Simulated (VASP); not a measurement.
## InSe: relaxation of cell and atoms with PBE+D3(BJ)

Slab: InSe, a slab with vacuum.

```
CELL_PARAMETERS angstrom
4.00000 0.00000 0.00000
-2.00000 3.46410 0.00000
0.00000 0.00000 40.23771
ATOMIC_POSITIONS crystal
Se 0.00000 0.00000 0.22367
Se 0.00000 0.00000 0.35682
Se 0.66667 0.33333 0.43342
Se 0.66667 0.33333 0.56658
Se 0.33333 0.66667 0.64318
Se 0.33333 0.66667 0.77633
In 0.66667 0.33333 0.25515
In 0.66667 0.33333 0.32525
In 0.33333 0.66667 0.46491
In 0.33333 0.66667 0.53501
In 0.00000 0.00000 0.67466
In 0.00000 0.00000 0.74476
```

- Program: VASP 6.6.1
- Task: relaxation of cell and atoms
- Functional: PBE
- Dispersion: D3(BJ)
- Potentials or basis: VASP PAW PBE potentials, release 64 (Se, In_d)
- Cutoff: 600 eV
- k mesh: 9 × 9 × 1
- Occupations: gaussian, width 0.03 eV
- Spin: no spin polarisation
- Further INCAR settings: ALGO = Normal; EDIFF = 1e-06; IBRION = 2; EDIFFG = -0.01; NSW = 90; ISIF = 3

```yaml
Relaxed_volume: 47.24 Å³/atom
Relaxed_cell: a = 4.033 Å, b = 4.033 Å, c = 40.238 Å, α = 90.00°, β = 90.00°, γ = 120.00°
Space_group_after_relaxing_to_0.05_Å: P3m1 (No. 156)
Energy_gained_by_relaxing: 4.5 meV/atom
Ionic_steps: 39
Largest_force_after_relaxing: 0.007 eV/Å
Band_gap_on_the_k_mesh: 0.79 eV, indirect (least direct gap 0.84 eV)
Dispersion_energy_per_atom: -0.272 eV
```

Forces on the atoms (eV/Å):
```
Se   0.000  0.000  0.004
Se   0.000  0.000 -0.003
Se   0.000  0.000 -0.007
Se   0.000  0.000  0.006
Se   0.000  0.000  0.004
Se   0.000  0.000 -0.005
In   0.000  0.000  0.002
In   0.000  0.000  0.000
In   0.000  0.000 -0.003
In   0.000  0.000  0.003
In   0.000  0.000  0.001
In   0.000  0.000 -0.001
```

The path:
```csv
step,energy change (eV),largest force (eV/Å),pressure (GPa),volume (Å³)
1,0.0000,0.4293,0.68,557.55
2,-0.0343,0.2156,-0.43,572.18
3,-0.0486,0.0340,-0.06,566.94
4,-0.0486,0.0290,-0.07,567.12
5,-0.0488,0.0235,-0.07,566.68
6,-0.0491,0.0398,-0.04,565.38
7,-0.0493,0.0249,-0.02,564.84
8,-0.0493,0.0261,-0.01,564.75
9,-0.0495,0.0172,-0.04,565.07
10,-0.0496,0.0292,-0.07,565.42
11,-0.0497,0.0155,-0.07,565.48
12,-0.0497,0.0276,-0.08,565.60
13,-0.0498,0.0287,-0.08,565.55
14,-0.0499,0.0289,-0.08,565.42
15,-0.0501,0.0310,-0.06,565.16
16,-0.0502,0.0501,-0.01,564.64
17,-0.0502,0.0424,-0.01,564.81
18,-0.0502,0.0411,-0.01,564.82
19,-0.0503,0.0410,-0.01,564.84
20,-0.0505,0.0432,-0.01,564.90
21,-0.0507,0.0472,-0.01,565.00
22,-0.0512,0.0590,-0.02,565.22
23,-0.0515,0.0992,-0.03,565.64
24,-0.0519,0.0906,-0.02,565.75
25,-0.0528,0.0653,-0.03,566.06
26,-0.0534,0.0337,-0.02,566.68
27,-0.0534,0.0247,-0.03,566.58
28,-0.0534,0.0266,-0.01,566.61
29,-0.0535,0.0136,-0.01,566.55
30,-0.0535,0.0153,0.00,566.54
31,-0.0535,0.0187,0.01,566.50
32,-0.0535,0.0166,0.02,566.52
33,-0.0536,0.0115,-0.01,566.85
34,-0.0536,0.0110,-0.01,566.89
35,-0.0536,0.0111,-0.01,566.97
36,-0.0536,0.0117,-0.02,566.93
37,-0.0536,0.0116,-0.01,566.90
38,-0.0536,0.0105,-0.01,566.92
39,-0.0536,0.0073,-0.01,566.93
```

Final structure:
```cif
data_structure
_symmetry_space_group_name_H-M 'P 1'
_symmetry_Int_Tables_number 1
_cell_length_a 4.0335
_cell_length_b 4.0335
_cell_length_c 40.2377
_cell_angle_alpha 90.000
_cell_angle_beta 90.000
_cell_angle_gamma 120.000
_cell_volume 566.93
loop_
_atom_site_label
_atom_site_type_symbol
_atom_site_fract_x
_atom_site_fract_y
_atom_site_fract_z
_atom_site_occupancy
Se1 Se 0.00000 0.00000 0.22605 1
Se2 Se 0.00000 0.00000 0.35976 1
Se3 Se 0.66667 0.33333 0.43332 1
Se4 Se 0.66667 0.33333 0.56670 1
Se5 Se 0.33333 0.66667 0.64020 1
Se6 Se 0.33333 0.66667 0.77388 1
In1 In 0.66667 0.33333 0.25820 1
In2 In 0.66667 0.33333 0.32769 1
In3 In 0.33333 0.66667 0.46529 1
In4 In 0.33333 0.66667 0.53468 1
In5 In 0.00000 0.00000 0.67223 1
In6 In 0.00000 0.00000 0.74172 1
```

Levels at points of the mesh, in eV from the valence-band top:
| k point | band 54 | band 55 | band 56 | band 57 | band 58 | band 59 | band 60 | band 61 |
| --- | --- | --- | --- | --- | --- | --- | --- | --- |
| (0.00, 0.00, 0.00) | -0.86 | -0.86 | -0.62 | -0.05 | 0.79 | 1.31 | 1.77 | 2.31 |

Wall time 62 min on 4 MPI ranks on Intel(R) Xeon(R) Platinum 8488C (Sapphire Rapids), with other jobs on the host, peak memory 1.1 GiB a rank.

Caveat: spin-orbit coupling is left out, which moves the levels of the heavy elements. Zero-point motion and thermal expansion aren't in these numbers.
